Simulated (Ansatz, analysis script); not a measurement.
# Fixed-spin-moment curve of a free-standing triangular Ti monolayer, spacing 2.904 Å

Aim: the energy of a free-standing triangular Ti monolayer, spacing 2.904 Å as its total moment is fixed at a series of values, and its answer to a field.

Method: PBE, PAW set soft_2, in Ansatz 0.2.0.

### 1. Starting point

The cell holds 1 atom: 1 Ti. Its edges and angles: a = 2.904 Å, b = 2.904 Å, c = 14.000 Å, α = 90.0°, β = 90.0°, γ = 120.0°. An idealised lattice of chosen spacing, in vacuum. Vacuum lies along c.

### 2. The collinear state

First a free collinear run, to see which state the typed moments lead to.

The input, input.yaml:

```yaml
crystal:
  lattice:
    - [2.904, 0.0, 0.0]
    - [-1.452, 2.514938, 0.0]
    - [0.0, 0.0, 14.0]
  atoms:
    - { symbol: Ti, position: [0.0, 0.0, 0.5], spin: 1.0 }
magnetization:
  spin_polarized: true
kpoints:
  mp_grid: { grid: [11, 11, 1] }
hamiltonian:
  xc: pbe
scf:
  occupations: { method: fermi_dirac, width: 0.1 }
  max_iter: 120
  convergence: { dr2_threshold: 1.0e-08 }
output:
  write_density: true
  write_potential: true
  elf: true
  volumetric_format: npy
```

Launch:

```
ansatz run input.yaml --threads 1 --pin off --max-ram 3072MiB --backend cpu --events-out ev --progress --plain --runs-dir out
```

Numbers of over 12 decimals in the logs are rounded to 6 here.

Log:

```text
Engine: ansatz 0.2.0, aarch64-unknown-linux-gnu
Pseudopotentials: kind: paw
Pseudopotential: Ti, paw, valence charge 12, recommended cutoff 420 eV (normal), Ti.paw.azcp
Functional definition: PBE
  parameter kappa = 0.804
  parameter beta = 0.066725
  exchange = pbe_x(kappa = kappa, mu = beta*pi^2/3)
  correlation = pbe_c(beta = beta)
Crystal: 1 atoms, lattice volume = 102.247 Å³
Basis set: ecut = 420 eV, 2015 PW (Γ)
Bands: 11, of which v1, the nominal top of the filled ones, is band 6 counted from 1 (5 counted from 0)
Symmetry: 24 space group operations
Space group: P6/mmm (ITA 191), of the structure as read, at distance tolerance 4.7e-5 Å
Magnetic group: BNS 191.233 (UNI 1463), of the structure as read, at distance tolerance 4.7e-5 Å
k-points: 16 of 121
Non-local potential: Ti, projectors of the file, l = 0: 3, l = 1: 2, l = 2: 3, l = 3: 1
PAW form: soft (Blöchl's): semilocal exchange-correlation on the pseudo side does not see the compensation charge
PAW one-centre angular grid: Ti, 590 points (default); XC on 64 Gauss nodes
Initial density: superposition of atomic densities (neutral atoms: chi_scale 0, normalization atom)
Starting moments: Σ|m| = 1 μB on 1 of 1 site
Initial wavefunctions: pseudopotential atomic-orbital guess
Functional: x = pbe(κ = 0.804, μ = 0.219515), c = pbe(β = 0.066725)
SCF iter   1: F=—  HF=-2497.819643 eV  |F-HF|=—  |Δ(HF+E_count)|=         —  Δρ=1.60e-2 (↑1.60e-2 ↓1.29e-2)  dr2=1.35e0  dr2_m=7.09e-2  M=0.842 μB ∫|m|=0.842 μB  β_m=0.30  ethr=3.10e-3  ⟨swp⟩=5.9  Hψ=2249  notcnv=0
Mixer restart at iter 1: flushing history
preconditioner: auto → LDOS  [metal: Δε(μ)=0.030 eV  Ē_g=3.673 eV  σ=0.100 eV  W_gap=0.08  n_scr=8 (ndim 8)  ℏωp=7.3 eV  f_vac=0.615  D(μ)=3.66/eV (n_scr^D=28)]
spin=Collinear: LDOS preconditioning applied to the charge; magnetization (m = ρ↑ − ρ↓) channel mixes plain (no charge-response kernel on spin).
SCF iter   2: F=—  HF=-2497.736593 eV  |F-HF|=—  |Δ(HF+E_count)|=   8.31e-2  Δρ=1.07e-2 (↑1.07e-2 ↓8.41e-3)  dr2=7.14e-1  dr2_m=2.63e-2  M=0.922 μB ∫|m|=0.922 μB  β_m=0.62  ethr=3.10e-3  ⟨swp⟩=1.9  Hψ=685  notcnv=0
SCF iter   3: F=—  HF=-2497.647144 eV  |F-HF|=—  |Δ(HF+E_count)|=   8.94e-2  Δρ=3.44e-3 (↑3.44e-3 ↓3.20e-3)  dr2=3.22e-2  dr2_m=3.57e-3  M=1.181 μB ∫|m|=1.181 μB  β_m=0.81  ethr=3.10e-3  ⟨swp⟩=2.0  Hψ=577  notcnv=0
SCF iter   4: F=—  HF=-2497.689171 eV  |F-HF|=—  |Δ(HF+E_count)|=   4.20e-2  Δρ=2.31e-3 (↑2.31e-3 ↓1.86e-3)  dr2=1.47e-3  dr2_m=3.67e-3  M=1.368 μB ∫|m|=1.369 μB  β_m=0.90  ethr=2.68e-4  ⟨swp⟩=2.4  Hψ=759  notcnv=0
SCF iter   5: F=—  HF=-2497.693872 eV  |F-HF|=—  |Δ(HF+E_count)|=   4.70e-3  Δρ=1.11e-3 (↑1.09e-3 ↓1.11e-3)  dr2=2.88e-4  dr2_m=9.94e-4  M=1.512 μB ∫|m|=1.512 μB  β_m=0.95  ethr=1.23e-5  ⟨swp⟩=2.6  Hψ=655  notcnv=0
SCF iter   6: F=—  HF=-2497.695525 eV  |F-HF|=—  |Δ(HF+E_count)|=   1.65e-3  Δρ=5.73e-4 (↑5.73e-4 ↓4.84e-4)  dr2=8.12e-5  dr2_m=2.33e-4  M=1.632 μB ∫|m|=1.632 μB  β_m=0.98  ethr=2.40e-6  ⟨swp⟩=2.3  Hψ=620  notcnv=0
SCF iter   7: F=—  HF=-2497.695851 eV  |F-HF|=—  |Δ(HF+E_count)|=   3.26e-4  Δρ=1.80e-4 (↑1.80e-4 ↓1.57e-4)  dr2=6.37e-5  dr2_m=1.16e-5  M=1.715 μB ∫|m|=1.715 μB  β_m=0.99  ethr=6.77e-7  ⟨swp⟩=2.4  Hψ=623  notcnv=0
SCF iter   8: F=—  HF=-2497.695886 eV  |F-HF|=—  |Δ(HF+E_count)|=   3.56e-5  Δρ=1.33e-4 (↑1.33e-4 ↓6.98e-5)  dr2=3.12e-5  dr2_m=2.34e-6  M=1.744 μB ∫|m|=1.744 μB  β_m=0.83  ethr=5.31e-7  ⟨swp⟩=2.1  Hψ=595  notcnv=0
SCF iter   9: F=—  HF=-2497.695889 eV  |F-HF|=—  |Δ(HF+E_count)|=   3.04e-6  Δρ=7.44e-5 (↑3.80e-5 ↓7.44e-5)  dr2=3.91e-6  dr2_m=2.00e-6  M=1.739 μB ∫|m|=1.739 μB  β_m=0.84  ethr=2.60e-7  ⟨swp⟩=2.4  Hψ=488  notcnv=0
SCF iter  10: F=—  HF=-2497.695897 eV  |F-HF|=—  |Δ(HF+E_count)|=   7.64e-6  Δρ=9.03e-6 (↑9.03e-6 ↓3.42e-6)  dr2=1.08e-7  dr2_m=1.61e-8  M=1.725 μB ∫|m|=1.725 μB  β_m=0.82  ethr=3.26e-8  ⟨swp⟩=2.1  Hψ=576  notcnv=0
SCF iter  11: F=—  HF=-2497.695897 eV  |F-HF|=—  |Δ(HF+E_count)|=   1.18e-8  Δρ=9.83e-7 (↑9.83e-7 ↓8.20e-7)  dr2=2.00e-9  dr2_m=6.32e-10  M=1.725 μB ∫|m|=1.725 μB  β_m=0.91  ethr=8.97e-10  ⟨swp⟩=2.8  Hψ=655  notcnv=0
SCF iter  12: F=-2497.695897 eV  HF=-2497.695897 eV  |F-HF|=3.59e-11  |Δ(HF+E_count)|=   3.63e-9  Δρ=2.11e-7 (↑2.11e-7 ↓1.17e-7)  dr2=7.01e-11  dr2_m=5.91e-12  M=1.725 μB ∫|m|=1.725 μB  ethr=1.67e-11  ⟨swp⟩=1.8  Hψ=1399  notcnv=0
SCF 1 converged in 12 iterations: F = -2497.695897 eV  dr2 = 7.01e-11
  greatest PAW one-centre occupation: 0.999 electrons in one spin orbital (limit 2), on the Ti atom at site 0 (counted from 0), in its partial waves of l = 0
Initial density: read from a saved state, or passed on in memory by an earlier SCF of this step, an earlier step, the calling program or the single point that the run made first
Starting moments: Σ|m| = 1 μB on 1 of 1 site; this step starts from the density that it was given
Initial wavefunctions: those read from a saved state, or passed on in memory by an earlier step or the calling program
iter 1 solved again at ethr=1.00e-12 eV; its pass at ethr=8.33e-6 eV (dr2=7.03e-11 eV) is discarded
SCF iter   1: F=—  HF=-2497.695897 eV  |F-HF|=—  |Δ(HF+E_count)|=         —  Δρ=2.11e-7 (↑2.11e-7 ↓1.17e-7)  dr2=7.03e-11  dr2_m=5.92e-12  M=1.725 μB ∫|m|=1.725 μB  ethr=1.00e-12  ⟨swp⟩=1.0  Hψ=2566  notcnv=0
preconditioner: auto → LDOS  [metal: Δε(μ)=0.021 eV  Ē_g=3.420 eV  σ=0.100 eV  W_gap=0.05  n_scr=8 (ndim 8)  ℏωp=7.3 eV  f_vac=0.642  D(μ)=2.62/eV (n_scr^D=8)]
spin=Collinear: LDOS preconditioning applied to the charge; magnetization (m = ρ↑ − ρ↓) channel mixes plain (no charge-response kernel on spin).
SCF iter   2: F=—  HF=-2497.702356 eV  |F-HF|=—  |Δ(HF+E_count)|=   6.46e-3  Δρ=7.72e-3 (↑7.72e-3 ↓1.57e-3)  dr2=1.07e-1  dr2_m=1.49e-2  M=1.137 μB ∫|m|=1.137 μB  ethr=8.33e-6  ⟨swp⟩=1.0  Hψ=2381  notcnv=0
SCF iter   3: F=—  HF=-2497.695838 eV  |F-HF|=—  |Δ(HF+E_count)|=   6.52e-3  Δρ=1.79e-4 (↑1.02e-4 ↓1.79e-4)  dr2=1.03e-4  dr2_m=8.92e-6  M=1.772 μB ∫|m|=1.772 μB  ethr=8.33e-6  ⟨swp⟩=1.0  Hψ=866  notcnv=0
an SCF towards the filling of the open d shells in which the orbitals that avoid the neighbouring atoms hold both spins ahead of the others, with the run's symmetry operations kept, reached no lower state that the run goes on to. This is no proof of a minimum
WARN: The output density's exchange-correlation potential varies sharply where the density is thin. Do not read a vacuum level from v_tot or v_xc, or from such a field of the output density. On a cell that repeats whose density bears no net charge and no dipole along the vacuum's axis use v_es (v_loc + v_h of the components); under efield.dipole_correction with no amplitude use v_es + v_field, which holds any externa [...]
SCF converged after 12 iterations
Magnetization: 1.7250 μB (6.8625 up, 5.1375 down)
Absolute magnetization: 1.7250 μB (∫|ρ↑−ρ↓|, with the PAW one-centre terms)
Spin contamination: 0.0009 ħ² per cell (⟨S²⟩ above its minimum at these occupations)
Per-site moments (μB) at R_I (Å): [(1.102815, 1.197900)]
Free energy (F): -2497.695897 eV
Harris-Foulkes:  -2497.695897 eV  (|F-HF|=3.59e-11)
Internal energy: -2497.610462 eV  (E = F + TS)
E sigma→0 (E₀):  -2497.653179 eV
Entropy (-TS):   -0.085435 eV (-85.435 meV/atom)
Fermi energy:    -0.915359 eV
--- Per-component energies (eV) ---
  E_band       = -329.645079
  E_kinetic    = 269.619036
  E_local      = -4103.361399  (includes V_loc(G=0)·N_el)
  E_nonlocal   = 10.391686
  E_hartree    = 1892.234714
  E_xc         = -95.094122
  E_vxc        = -118.733144  (∫ρ·V_xc dr)
  E_paw        = -1048.356764  (= ΣΔE_a)
  E_vpaw       = -172.031165  (= ΣTr[D̂ρ^β])
  E_aug_tail   = 0.000115  (compensation charges beyond the density's cutoff)
  E_ewald      = 576.956272
  E_smearing   = -0.085435  (= −TS)
  E_closure    = 0.000000  (closes the sum)
  Σ components = -2497.695897   (vs F -2497.695897, Δ=0.00e0)
--- Band table (eV; the first three rows and the last of 32) ---
  k-point 0 ↑: bands = [... 2 lower, -34.3424, -34.3424, -5.5708, -1.7188, -1.3471, -0.4812, -0.4812, 0.7788, ... 1 higher]
  k-point 1 ↑: bands = [... 2 lower, -34.3836, -34.3518, -5.3259, -1.6072, -1.4013, -0.6347, -0.3229, 0.7387, ... 1 higher]
  k-point 2 ↑: bands = [... 2 lower, -34.4929, -34.3770, -4.6382, -1.5724, -1.3391, -0.9444, 0.1247, 0.6328, ... 1 higher]
  k-point 15 ↓: bands = [... 2 lower, -33.7905, -33.6912, -0.8739, -0.3892, -0.2425, 0.2035, 1.0142, 5.5516, ... 1 higher]
```

It took 9.1 s on 1 thread of Arm Neoverse V1, shared host; peak memory 0.35 GiB.

Spin moment in the atom's sphere by atom:

| atom | spin moment in the atom's sphere (μB) |
| --- | --- |
| Ti1 | 1.10 |

The run ends ferromagnetic, with a net moment of 1.73 μB a cell. With one Ti atom carrying the moment, parallel order of its images is forced by the cell, not found.

Spin density in the ca plane at fractional y = 0.000, with atoms of Ti within 0.2 Å of it.

Values in e/Å³, 5 rows by 16 columns, each cell a mean:
```
0.00 0.00 0.00 0.00 0.00 0.01 0.03 0.25 0.35 0.04 0.01 0.00 0.00 0.00 0.00 0.00
0.00 0.00 0.00 0.00 0.00 0.01 0.03 0.06 0.07 0.03 0.01 0.00 0.00 0.00 0.00 0.00
0.00 0.00 0.00 0.00 0.00 0.01 0.03 0.04 0.04 0.03 0.01 0.00 0.00 0.00 0.00 0.00
0.00 0.00 0.00 0.00 0.00 0.01 0.03 0.10 0.12 0.04 0.01 0.00 0.00 0.00 0.00 0.00
0.00 0.00 0.00 0.00 0.00 0.01 0.03 0.32 0.46 0.05 0.01 0.00 0.00 0.00 0.00 0.00
```
Columns run along c (14.0 Å), rows up along a (2.9 Å). Atoms in or near the plane, at fractional coordinates: Ti at (0.50, 0.00).

Valence density in the ca plane at fractional y = 0.000, with atoms of Ti within 0.2 Å of it. It is the smooth field of the valence electrons, not physical close to the nuclei.

Values in units of 1e0 e/Å³, 5 rows by 16 columns, each cell a mean:
```
0.0 0.0 0.0 0.0 0.0 0.0 0.1 3.0 4.5 0.2 0.0 0.0 0.0 0.0 0.0 0.0
0.0 0.0 0.0 0.0 0.0 0.0 0.1 0.3 0.4 0.1 0.0 0.0 0.0 0.0 0.0 0.0
0.0 0.0 0.0 0.0 0.0 0.0 0.1 0.2 0.2 0.1 0.0 0.0 0.0 0.0 0.0 0.0
0.0 0.0 0.0 0.0 0.0 0.0 0.1 0.8 1.1 0.1 0.0 0.0 0.0 0.0 0.0 0.0
0.0 0.0 0.0 0.0 0.0 0.0 0.1 4.1 6.1 0.2 0.0 0.0 0.0 0.0 0.0 0.0
```
Columns run along c (14.0 Å), rows up along a (2.9 Å). Atoms in or near the plane, at fractional coordinates: Ti at (0.50, 0.00).

ELF in the ca plane at fractional y = 0.000, with atoms of Ti within 0.2 Å of it. It is the smooth field of the valence electrons, not physical close to the nuclei.

Ten even steps from '0' (0.00) to '9' (0.59), each cell a mean:
```
0000000000001111029859610111000000000000
0000000000001233215897312321100000000000
0000000000001356543333346542100000000000
0000000000012468876445788753100000000000
0000000000012357764334567643100000000000
0000000000001234323564224432100000000000
0000000000001122127989511221000000000000
0000000000000111039518710111000000000000
```
Columns run along c (14.0 Å), rows up along a (2.9 Å). Atoms in or near the plane, at fractional coordinates: Ti at (0.50, 0.00).

### 3. Denser mesh

Levels at the Fermi energy are partly filled, so moments and energy differences can hang on the k-mesh, and the state is solved again on a denser one.

input.yaml, the sections that differ from step 2:

```yaml
crystal:
  lattice:
    - [2.904, 0.0, 0.0]
    - [-1.452, 2.514938, 0.0]
    - [0.0, 0.0, 14.0]
  atoms:
    - { symbol: Ti, position: [0.0, 0.0, 0.5], spin: 1.1 }
kpoints:
  mp_grid: { grid: [21, 21, 1] }
basis:
  ecutwfc: 420.0
checkpoint:
  read: start
  write: ck
  compress: false
  write_wavefunctions: false
  write_every: 100000
# magnetization, hamiltonian, scf: as in step 2
# output: removed
```

Log:

```text
[...]
SCF converged after 9 iterations
Magnetization: 1.7970 μB (6.8985 up, 5.1015 down)
Absolute magnetization: 1.7970 μB (∫|ρ↑−ρ↓|, with the PAW one-centre terms)
[...]
Per-site moments (μB) at R_I (Å): [(1.149192, 1.197900)]
Free energy (F): -2497.694693 eV
[...]
Internal energy: -2497.611803 eV  (E = F + TS)
E sigma→0 (E₀):  -2497.653248 eV
Entropy (-TS):   -0.082890 eV (-82.890 meV/atom)
Fermi energy:    -0.914111 eV
[...]
```

The job ended after 23 s (1 thread; peak memory 0.49 GiB).

Spin moment in the atom's sphere by atom:

| atom | spin moment in the atom's sphere (μB) |
| --- | --- |
| Ti1 | 1.15 |

The run ends ferromagnetic, with a net moment of 1.80 μB a cell, against 1.73 μB on the first mesh.

### 4. The non-magnetic reference

The state without spin is the zero of E(M).

input.yaml, the sections that differ from step 3:

```yaml
crystal:
  lattice:
    - [2.904, 0.0, 0.0]
    - [-1.452, 2.514938, 0.0]
    - [0.0, 0.0, 14.0]
  atoms:
    - { symbol: Ti, position: [0.0, 0.0, 0.5] }
# kpoints, hamiltonian, scf, basis: as in step 3
# magnetization: removed
# checkpoint: removed
```

Log:

```text
[...]
Crystal: 1 atoms, lattice volume = 102.247 Å³
Basis set: ecut = 420 eV, 2015 PW (Γ)
Bands: 10, of which v1, the nominal top of the filled ones, is band 6 counted from 1 (5 counted from 0)
Symmetry: 24 space group operations
[...]
k-points: 48 of 441
[...]
SCF iter   1: F=—  HF=-2497.683433 eV  |F-HF|=—  |Δ(HF+E_count)|=         —  Δρ=1.11e-2  dr2=1.29e-1  ethr=1.77e-3  ⟨swp⟩=4.4  Hψ=2921  notcnv=0
[...]
SCF iter   8: F=-2497.656852 eV  HF=-2497.656852 eV  |F-HF|=2.82e-9  |Δ(HF+E_count)|=   1.56e-8  Δρ=1.32e-6  dr2=1.41e-9  ethr=8.33e-11  ⟨swp⟩=1.6  Hψ=1307  notcnv=0
SCF 1 converged in 8 iterations: F = -2497.656852 eV  dr2 = 1.41e-9
[...]
SCF converged after 8 iterations
Free energy (F): -2497.656852 eV
[...]
Internal energy: -2497.531127 eV  (E = F + TS)
E sigma→0 (E₀):  -2497.593989 eV
Entropy (-TS):   -0.125725 eV (-125.725 meV/atom)
Fermi energy:    -0.980497 eV
[...]
```

It took 2.5 s on 1 thread; peak memory 0.32 GiB.

The free collinear run lies 37.8 meV below it.

### 5. Without spin, levels printed

input.yaml, as its differences from that of step 4:

```diff
@@ -17 +17,3 @@
   ecutwfc: 420.0
+output:
+  eigenvalues: true
```

Log:

```text
[...]
Crystal: 1 atoms, lattice volume = 102.247 Å³
Basis set: ecut = 420 eV, 2015 PW (Γ)
Bands: 10, of which v1, the nominal top of the filled ones, is band 6 counted from 1 (5 counted from 0)
Symmetry: 24 space group operations
[...]
k-points: 48 of 441
[...]
SCF iter   1: F=—  HF=-2497.683433 eV  |F-HF|=—  |Δ(HF+E_count)|=         —  Δρ=1.11e-2  dr2=1.29e-1  ethr=1.77e-3  ⟨swp⟩=4.4  Hψ=2921  notcnv=0
[...]
SCF iter   8: F=-2497.656852 eV  HF=-2497.656852 eV  |F-HF|=2.81e-9  |Δ(HF+E_count)|=   1.56e-8  Δρ=1.32e-6  dr2=1.41e-9  ethr=8.33e-11  ⟨swp⟩=2.3  Hψ=1660  notcnv=0
SCF 1 converged in 8 iterations: F = -2497.656852 eV  dr2 = 1.41e-9
[...]
SCF converged after 8 iterations
Free energy (F): -2497.656852 eV
[...]
Internal energy: -2497.531127 eV  (E = F + TS)
E sigma→0 (E₀):  -2497.593989 eV
Entropy (-TS):   -0.125725 eV (-125.725 meV/atom)
Fermi energy:    -0.980497 eV
[...]
--- Band table (eV; the first three rows and the last of 48) ---
[...]
```

Run time: 2.7 s. Hardware: 1 thread; peak memory 0.32 GiB.

### 6. Total moment fixed at 0.26 μB

Two Fermi levels, one a spin, hold the total moment exactly, which reaches states that a free run would leave.

input.yaml, the sections that differ from step 5:

```yaml
crystal:
  lattice:
    - [2.904, 0.0, 0.0]
    - [-1.452, 2.514938, 0.0]
    - [0.0, 0.0, 14.0]
  atoms:
    - { symbol: Ti, position: [0.0, 0.0, 0.5], spin: 0.26 }
magnetization:
  spin_polarized: true
  initial_magnetization: 0.26
  spin_locking: { lock_magnetization: hard }
# kpoints, hamiltonian, scf, basis: as in step 5
# output: removed
```

Log:

```text
[...]
Crystal: 1 atoms, lattice volume = 102.247 Å³
Basis set: ecut = 420 eV, 2015 PW (Γ)
Bands: 11, of which v1, the nominal top of the filled ones, is band 6 counted from 1 (5 counted from 0)
Symmetry: 24 space group operations
[...]
k-points: 48 of 441
[...]
Starting moments: Σ|m| = 0.26 μB on 1 of 1 site
[...]
SCF iter   1: F=—  HF=-2497.791377 eV  |F-HF|=—  |Δ(HF+E_count)|=         —  Δρ=1.25e-2 (↑1.25e-2 ↓1.12e-2)  dr2=1.35e0  dr2_m=2.78e-3  M=0.260 μB ∫|m|=0.260 μB  β_m=0.30  ethr=3.10e-3  ⟨swp⟩=5.9  Hψ=6775  notcnv=0
[...]
SCF iter  12: F=-2497.658518 eV  HF=-2497.658518 eV  |F-HF|=2.96e-11  |Δ(HF+E_count)|=   2.72e-9  Δρ=1.80e-7 (↑1.80e-7 ↓1.22e-7)  dr2=1.34e-10  dr2_m=1.24e-12  M=0.260 μB ∫|m|=0.260 μB  ethr=2.09e-11  ⟨swp⟩=1.0  Hψ=3289  notcnv=0
SCF 1 converged in 12 iterations: F = -2497.658518 eV  dr2 = 1.34e-10
[...]
SCF converged after 12 iterations
Stability checked in part: among states of this total moment the steps that led to this state did not find it unstable. No probe was made; neither looks for a lower state of another moment (fixed_total_moment; see scf.lower_state_search)
Magnetization: 0.2600 μB (6.1300 up, 5.8700 down)
Absolute magnetization: 0.2600 μB (∫|ρ↑−ρ↓|, with the PAW one-centre terms)
[...]
Per-site moments (μB) at R_I (Å): [(0.148675, 1.197900)]
Free energy (F): -2497.658518 eV
[...]
Internal energy: -2497.533671 eV  (E = F + TS)
E sigma→0 (E₀):  -2497.596094 eV
Entropy (-TS):   -0.124847 eV (-124.847 meV/atom)
Fermi energy:    -0.989078 (↑ -1.001776, ↓ -0.976381) eV
[...]
```

It took 7.5 s on 1 thread; peak memory 0.38 GiB.

The energy is -1.67 meV from the state without spin, and the largest site carries 0.149 μB.

### 7. Total moment fixed at 0.519 μB

input.yaml, the sections that differ from step 6:

```yaml
crystal:
  lattice:
    - [2.904, 0.0, 0.0]
    - [-1.452, 2.514938, 0.0]
    - [0.0, 0.0, 14.0]
  atoms:
    - { symbol: Ti, position: [0.0, 0.0, 0.5], spin: 0.519 }
magnetization:
  spin_polarized: true
  initial_magnetization: 0.519
  spin_locking: { lock_magnetization: hard }
# kpoints, hamiltonian, scf, basis: as in step 6
```

Log:

```text
[...]
Crystal: 1 atoms, lattice volume = 102.247 Å³
Basis set: ecut = 420 eV, 2015 PW (Γ)
Bands: 11, of which v1, the nominal top of the filled ones, is band 6 counted from 1 (5 counted from 0)
Symmetry: 24 space group operations
[...]
k-points: 48 of 441
[...]
Starting moments: Σ|m| = 0.519 μB on 1 of 1 site
[...]
SCF converged after 11 iterations
[...]
Magnetization: 0.5190 μB (6.2595 up, 5.7405 down)
Absolute magnetization: 0.5190 μB (∫|ρ↑−ρ↓|)
[...]
Per-site moments (μB) at R_I (Å): [(0.302017, 1.197900)]
Free energy (F): -2497.663312 eV
[...]
Internal energy: -2497.541357 eV  (E = F + TS)
E sigma→0 (E₀):  -2497.602335 eV
Entropy (-TS):   -0.121956 eV (-121.956 meV/atom)
Fermi energy:    -1.007768 (↑ -1.031757, ↓ -0.983779) eV
[...]
```

Run time: 7.1 s. Hardware: 1 thread; peak memory 0.38 GiB.

The energy is -6.46 meV from the state without spin, and the largest site carries 0.302 μB.

### 8. Total moment fixed at 1.298 μB

input.yaml, the sections that differ from step 7:

```yaml
crystal:
  lattice:
    - [2.904, 0.0, 0.0]
    - [-1.452, 2.514938, 0.0]
    - [0.0, 0.0, 14.0]
  atoms:
    - { symbol: Ti, position: [0.0, 0.0, 0.5], spin: 1.298 }
magnetization:
  spin_polarized: true
  initial_magnetization: 1.298
  spin_locking: { lock_magnetization: hard }
# kpoints, hamiltonian, scf, basis: as in step 7
```

Log:

```text
[...]
Crystal: 1 atoms, lattice volume = 102.247 Å³
Basis set: ecut = 420 eV, 2015 PW (Γ)
Bands: 11, of which v1, the nominal top of the filled ones, is band 6 counted from 1 (5 counted from 0)
Symmetry: 24 space group operations
[...]
k-points: 48 of 441
[...]
Starting moments: Σ|m| = 1.298 μB on 1 of 1 site
[...]
Magnetization: 1.2980 μB (6.6490 up, 5.3510 down)
Absolute magnetization: 1.2980 μB (∫|ρ↑−ρ↓|, with the PAW one-centre terms)
[...]
Per-site moments (μB) at R_I (Å): [(0.803831, 1.197900)]
Free energy (F): -2497.687680 eV
[...]
Internal energy: -2497.589132 eV  (E = F + TS)
E sigma→0 (E₀):  -2497.638406 eV
Entropy (-TS):   -0.098548 eV (-98.548 meV/atom)
Fermi energy:    -0.999994 (↑ -1.026566, ↓ -0.973421) eV
[...]
[key lines of the parts left out:]
SCF converged after 10 iterations
```

Elapsed: 6.6 s, on 1 thread; peak memory 0.38 GiB.

The energy is -30.8 meV from the state without spin, and the largest site carries 0.804 μB.

(Part 1 of 2 ends here.)

[Logs and program files are shortened in this print: banners, set-up blocks, solver, clock and traceback lines can be left out without a mark of their own.]

[Logs are printed without paths, hosts, clocks, repeated set-up lines and the standing remarks that a program may print on its own settings, such as how far it seeks lower states.]

[Hosts, paths, dates, database ids (printed as entryN), source tags and the programs' standing remarks are cut or masked in the printed files.]
